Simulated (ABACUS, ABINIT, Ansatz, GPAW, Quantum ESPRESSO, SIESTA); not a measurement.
**Te2Mo: 7 runs at one level of theory**

```
Te Mo
1.0
     3.51820    0.00000    0.00000
    -1.75910    3.04685    0.00000
     0.00000    0.00000   13.97360
Te Mo
4 2
Direct
  0.66667 0.33333 0.37900
  0.33333 0.66667 0.87900
  0.66667 0.33333 0.12100
  0.33333 0.66667 0.62100
  0.66667 0.33333 0.75000
  0.33333 0.66667 0.25000
```

Alike in all runs: task single point; functional PBE; k mesh 9 × 9 × 2; occupations fermi-dirac, width 0.05 eV; no spin polarisation; no spin-orbit coupling. Pressure is positive in compression and, in plane waves, holds the error of the finite cutoff, which Ansatz's Pulay term estimates and takes out.

```json
{"program and potentials": "SIESTA, files PseudoDojo sr-pbe-0.4.1-standard, DZP (energy shift 0.003 Ry; two zetas on semicore shells)", "plane-wave cutoff (eV)": "-", "notes": "atomic basis; 15.33 valence electrons an atom on average", "pressure (GPa)": "5.97", "largest force (eV/Å)": "0.668"}
{"program and potentials": "Ansatz, all-electron LAPW, scalar-relativistic", "plane-wave cutoff (eV)": "-", "notes": "-", "pressure (GPa)": "2.93", "largest force (eV/Å)": "0.174"}
{"program and potentials": "Ansatz, Ansatz PAW (earlier soft set)", "plane-wave cutoff (eV)": "420", "notes": "15.33 valence electrons an atom on average; Pulay term of +0.03 GPa included", "pressure (GPa)": "2.93", "largest force (eV/Å)": "0.174"}
{"program and potentials": "ABINIT, JTH PAW PBE v2.0", "plane-wave cutoff (eV)": "408", "notes": "8.67 valence electrons an atom on average", "pressure (GPa)": "3.81", "largest force (eV/Å)": "0.299"}
{"program and potentials": "ABACUS, PseudoDojo NC SR 0.4.1 PBE standard, plane waves", "plane-wave cutoff (eV)": "1129", "notes": "15.33 valence electrons an atom on average", "pressure (GPa)": "3.38", "largest force (eV/Å)": "0.251"}
{"program and potentials": "Quantum ESPRESSO, SSSP 1.3 efficiency PBE", "plane-wave cutoff (eV)": "816", "notes": "8.67 valence electrons an atom on average", "pressure (GPa)": "3.80", "largest force (eV/Å)": "0.299"}
{"program and potentials": "GPAW, GPAW PAW data sets (gpaw-data 1.2.1)", "plane-wave cutoff (eV)": "600", "notes": "8.67 valence electrons an atom on average", "pressure (GPa)": "2.30", "largest force (eV/Å)": "0.104"}
```

Force on atom 1 (Te), eV/Å:

```csv
program and potentials,x,y,z
"SIESTA, files PseudoDojo sr-pbe-0.4.1-standard, DZP (energy shift 0.003 Ry; two zetas on semicore shells)",0.000,0.000,0.668
"Ansatz, all-electron LAPW, scalar-relativistic",0.000,0.000,0.174
"Ansatz, Ansatz PAW (earlier soft set)",0.000,0.000,0.174
"ABINIT, JTH PAW PBE v2.0",0.000,0.000,0.299
"ABACUS, PseudoDojo NC SR 0.4.1 PBE standard, plane waves",0.000,0.000,0.251
"Quantum ESPRESSO, SSSP 1.3 efficiency PBE",0.000,0.000,0.299
"GPAW, GPAW PAW data sets (gpaw-data 1.2.1)",0.000,0.000,0.103
```

The pressure spans 2.30 (GPAW, GPAW PAW data sets (gpaw-data 1.2.1)) to 5.97 GPa (SIESTA, files PseudoDojo sr-pbe-0.4.1-standard, DZP (energy shift 0.003 Ry; two zetas on semicore shells)), with all-electron results at 2.93. The pressure on the cell as given of SIESTA, files PseudoDojo sr-pbe-0.4.1-standard, DZP (energy shift 0.003 Ry; two zetas on semicore shells) lies far from the others; the cause wasn't traced. Rows in atomic bases carry the error of their basis and grid, which can be large.

The functional is the same throughout but for its coding, so the spread measures potentials, basis and numerics; runs on potential files found faulty are left out.
